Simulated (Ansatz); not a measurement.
# Bi (R-3m) in Ansatz: notebook, part 2 of 2

Ansatz 0.2.0. The steps go on from the part before.

## Step 6: Single point, LDA, non-collinear spin, antiferromagnetic start, 33.67 Å³/atom (volume scaled by 0.96)

input.yaml

```yaml
crystal:
  lattice:
    - [2.2368543514, 1.2914484619, 3.8847772595]
    - [-2.2368543514, 1.2914484619, 3.8847772595]
    - [0.0, -2.5828969239, 3.8847772595]
  atoms:
    - { symbol: Bi, position: [0.766, 0.766, 0.766], spin: 0.5, spin_axis: [0.0, 0.0, 1.0] }
    - { symbol: Bi, position: [0.234, 0.234, 0.234], spin: 0.5, spin_axis: [0.0, 0.0, -1.0] }
kpoints:
  mp_grid: { grid: [5, 5, 5] }
scf:
  occupations: { method: fermi_dirac, width: 0.1 }
hamiltonian:
  xc: lda
  pseudopotentials: { kind: all_electron, lapw: { basis_error: 0.001 } }
magnetization:
  noncollinear: true
output:
  forces: true
  stress: true
  eigenvalues: true
```

Potentials or basis: all-electron LAPW, scalar-relativistic.

The run is started by

```
$ ansatz run input.yaml --threads 1 --pin off --max-ram 2560MiB --backend cpu --events-out ev --progress --plain --runs-dir out
```

It took 1.9 min on 1 thread of Intel Xeon Platinum 8259CL at 2.50GHz (Skylake/Cascade Lake), shared host; peak memory 0.62 GiB.

The run converged. Its results:

| Quantity | Value |
| --- | --- |
| Free energy | -1170791.0737 eV |
| Pressure | 0.4 GPa |
| Largest force | 0.118 eV/Å |
| Net moment | 0.00 μB per cell |
| Absolute moment | 0.00 μB per cell |

Caveat: spin-orbit coupling is left out, which moves the levels of the heavy elements; the starting moments weren't kept.

## Step 7: Single point, LDA, non-collinear spin, antiferromagnetic start, 34.37 Å³/atom (volume scaled by 0.98)

Changes to input.yaml since step 6:

```diff
@@ -2,5 +2,5 @@
   lattice:
-    - [2.2368543514, 1.2914484619, 3.8847772595]
-    - [-2.2368543514, 1.2914484619, 3.8847772595]
-    - [0.0, -2.5828969239, 3.8847772595]
+    - [2.2522814206, 1.3003552845, 3.9115696734]
+    - [-2.2522814206, 1.3003552845, 3.9115696734]
+    - [0.0, -2.600710569, 3.9115696734]
   atoms:
```

The run is started by

```
$ ansatz run input.yaml --threads 1 --pin off --max-ram 2560MiB --backend cpu --events-out ev --progress --plain --runs-dir out
```

It took 2.1 min on 1 thread of Intel Xeon Platinum 8259CL at 2.50GHz (Skylake/Cascade Lake), shared host; peak memory 0.57 GiB.

The run converged. Its results:

```
Free energy     : -1170791.0722 eV
Pressure        : -0.7 GPa
Largest force   : 0.023 eV/Å
Net moment      : 0.00 μB per cell
Absolute moment : 0.00 μB per cell
```

Caveat: spin-orbit coupling is left out, which moves the levels of the heavy elements; the starting moments weren't kept.

## Step 8: Single point, LDA, non-collinear spin, antiferromagnetic start, 35.07 Å³/atom

Changes to input.yaml since step 7:

```diff
@@ -2,5 +2,5 @@
   lattice:
-    - [2.2522814206, 1.3003552845, 3.9115696734]
-    - [-2.2522814206, 1.3003552845, 3.9115696734]
-    - [0.0, -2.600710569, 3.9115696734]
+    - [2.2675, 1.3091417354, 3.938]
+    - [-2.2675, 1.3091417354, 3.938]
+    - [0.0, -2.6182834708, 3.938]
   atoms:
```

The run is started by

```
$ ansatz run input.yaml --threads 1 --pin off --max-ram 2560MiB --backend cpu --events-out ev --progress --plain --runs-dir out
```

Wall time 2 min (1 thread of Intel Xeon Platinum 8259CL at 2.50GHz (Skylake/Cascade Lake), shared host); peak memory 0.57 GiB.

The run converged. Its results:

| Quantity | Value |
| --- | --- |
| Free energy | -1170791.0617 eV |
| Pressure | -1.7 GPa |
| Largest force | 0.065 eV/Å |
| Net moment | 0.00 μB per cell |
| Absolute moment | 0.00 μB per cell |

Caveat: spin-orbit coupling is left out, which moves the levels of the heavy elements; the starting moments weren't kept.

## Step 9: Single point, LDA, non-collinear spin, antiferromagnetic start, 35.77 Å³/atom (volume scaled by 1.02)

Changes to input.yaml since step 8:

```diff
@@ -2,5 +2,5 @@
   lattice:
-    - [2.2675, 1.3091417354, 3.938]
-    - [-2.2675, 1.3091417354, 3.938]
-    - [0.0, -2.6182834708, 3.938]
+    - [2.2825169939, 1.3178118009, 3.9640802302]
+    - [-2.2825169939, 1.3178118009, 3.9640802302]
+    - [0.0, -2.6356236018, 3.9640802302]
   atoms:
```

Potentials or basis: all-electron LAPW, scalar-relativistic.

The run is started by

```
$ ansatz run input.yaml --threads 1 --pin off --max-ram 2560MiB --backend cpu --events-out ev --progress --plain --runs-dir out
```

Wall time 2.3 min (1 thread of Intel Xeon Platinum 8259CL at 2.50GHz (Skylake/Cascade Lake), shared host); peak memory 0.56 GiB.

The run converged. Its results:

```yaml
Free_energy: -1170791.0432 eV
Pressure: -2.5 GPa
Largest_force: 0.147 eV/Å
Net_moment: 0.00 μB per cell
Absolute_moment: 0.00 μB per cell
```

Caveat: spin-orbit coupling is left out, which moves the levels of the heavy elements; the starting moments weren't kept.

## Step 10: Single point, LDA, non-collinear spin, antiferromagnetic start, 36.47 Å³/atom (volume scaled by 1.04)

Changes to input.yaml since step 9:

```diff
@@ -2,5 +2,5 @@
   lattice:
-    - [2.2825169939, 1.3178118009, 3.9640802302]
-    - [-2.2825169939, 1.3178118009, 3.9640802302]
-    - [0.0, -2.6356236018, 3.9640802302]
+    - [2.2973389482, 1.3263692602, 3.9898217322]
+    - [-2.2973389482, 1.3263692602, 3.9898217322]
+    - [0.0, -2.6527385203, 3.9898217322]
   atoms:
```

The run is started by

```
$ ansatz run input.yaml --threads 1 --pin off --max-ram 2560MiB --backend cpu --events-out ev --progress --plain --runs-dir out
```

It took 1.9 min on 1 thread of Intel Xeon Platinum 8259CL at 2.50GHz (Skylake/Cascade Lake), shared host; peak memory 0.56 GiB.

The run converged. Its results:

```
Free energy     : -1170791.0175 eV
Pressure        : -3.3 GPa
Largest force   : 0.223 eV/Å
Net moment      : 0.00 μB per cell
Absolute moment : 0.00 μB per cell
```

Caveat: spin-orbit coupling is left out, which moves the levels of the heavy elements; the starting moments weren't kept.

## Step 11: Single point, LDA, non-collinear spin, antiferromagnetic start, 37.17 Å³/atom (volume scaled by 1.06)

Changes to input.yaml since step 10:

```diff
@@ -2,5 +2,5 @@
   lattice:
-    - [2.2973389482, 1.3263692602, 3.9898217322]
-    - [-2.2973389482, 1.3263692602, 3.9898217322]
-    - [0.0, -2.6527385203, 3.9898217322]
+    - [2.3119720748, 1.3348176998, 4.0152352947]
+    - [-2.3119720748, 1.3348176998, 4.0152352947]
+    - [0.0, -2.6696353996, 4.0152352947]
   atoms:
```

The run is started by

```
$ ansatz run input.yaml --threads 1 --pin off --max-ram 2560MiB --backend cpu --events-out ev --progress --plain --runs-dir out
```

Run time: 1.7 min. Hardware: 1 thread of Intel Xeon Platinum 8259CL at 2.50GHz (Skylake/Cascade Lake), shared host; peak memory 0.57 GiB.

It converged, with:

| Item | Value |
| --- | --- |
| Free energy | -1170790.9856 eV |
| Pressure | -4.0 GPa |
| Largest force | 0.294 eV/Å |
| Net moment | 0.00 μB per cell |
| Absolute moment | 0.00 μB per cell |

Caveat: spin-orbit coupling is left out, which moves the levels of the heavy elements; the starting moments weren't kept.

## Step 12: Equation of state, LDA, non-collinear spin, antiferromagnetic start

Potentials or basis: all-electron LAPW, scalar-relativistic.

No new run: the results of the series are fitted here.

What came out:

```yaml
Equilibrium_volume: 33.90 Å³/atom
Bulk_modulus_at_fixed_shape_and_positions: 54 GPa
Pressure_derivative_of_the_bulk_modulus: 4.7
```

Energy against volume, from the lowest point:
```tsv
volume (Å³/atom)	energy (meV/atom)
32.965	4.27
33.667	0.00
34.368	0.74
35.070	6.01
35.771	15.27
36.472	28.07
37.174	44.02
```

Caveat: the cell was scaled at fixed shape and fractional positions, which overstates the stiffness of a crystal with free parameters, most of all of layers and chains; spin-orbit coupling is left out, which moves the levels of the heavy elements; the starting moments weren't kept.

## Step 13: The runs side by side

| task | level | potentials or basis | spin | cell | k mesh | cutoff (eV) | smearing | sphere radius (all atoms) | other keys | gap on the mesh (eV) | pressure (GPa) | moment (μB) | largest force (eV/Å) |
| --- | --- | --- | --- | --- | --- | --- | --- | --- | --- | --- | --- | --- | --- |
| band structure | BLYP+D3(BJ)+ATM | all-electron LAPW, point nuclei | non-collinear, antiferromagnetic start | cell stretched | 5 × 5 × 5 | 693 | fermi-dirac 0.05 eV | 0.931 Å | hamiltonian.pseudopotentials.lapw.muffin_tin_radii = 0.931 | 0.28 | -1.6 | 0.00 | 0.08 |
| band structure | revPBE-LDA | all-electron LAPW, scalar-relativistic | collinear, antiferromagnetic start | as given | 7 × 7 × 7 | 214 | gaussian 0.025 eV | - | - | 0.28 | 8.0 | 0.00 | 0.23 |
| equation of state | LDA | all-electron LAPW, scalar-relativistic | non-collinear, antiferromagnetic start | as given | 5 × 5 × 5 | - | fermi-dirac 0.1 eV | - | - | - | - | - | - |

Alike in all rows: basis error allowed 0.001 eV/atom.

Caveats: the starting moments weren't kept; spin-orbit coupling is left out, which as a rule narrows the gap of such compounds by several tenths of an eV (some runs); the mesh misses the band edges, which the band path finds closer together (some runs); the cell was scaled at fixed shape and fractional positions, which overstates the stiffness of a crystal with free parameters, most of all of layers and chains (some runs); spin-orbit coupling is left out, which moves the levels of the heavy elements (some runs).

Compare energies only between runs with the same functional and basis.
